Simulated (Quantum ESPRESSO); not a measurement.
# In under changes of volume

One of the cells (26.686 Å³/atom); the others are scaled copies at fixed shape and fractional positions:

```xyz
1
Lattice="-1.8825 1.8825 1.8825 1.8825 -1.8825 1.8825 1.8825 1.8825 -1.8825" Properties=species:S:1:pos:R:3 pbc="T T T"
In    0.0000    0.0000    0.0000
```

This isn't the form of In at room conditions, which is tetragonal.

```yaml
Program: Quantum ESPRESSO 7.5
Functional: PBE
Potentials_or_basis: SSSP 1.3 efficiency PBE
Cutoff: 748 eV
Density_cutoff: 5987 eV
k_mesh: 10 × 10 × 10
Occupations: fermi-dirac, width 0.05 eV
Spin: no spin polarisation
```

```tsv
volume (Å³/atom)	energy over the lowest point (meV/atom)	pressure (GPa)
25.085	33.54	4.4
25.618	20.91	3.3
26.152	11.61	2.3
26.686	?	?
27.220	1.43	0.7
27.753	0.00	0.0
28.287	0.73	-0.6
```

Question: What does the run at 26.686 Å³/atom give?

Answer: Energy over the lowest point 5.23 meV/atom; pressure 1.5 GPa.

Worked out: A Birch-Murnaghan fit of order 3 (a polynomial in V^(-2/3)) to the other rows has its minimum at 27.83 Å³/atom with B0 = V·E''(V) = 33 GPa and B' = 4.7. It gives 5.19 meV/atom at 26.686 Å³/atom, against the run's 5.23, and -dE/dV = 1.5 GPa, against 1.5.

Energies are extrapolated to zero smearing.
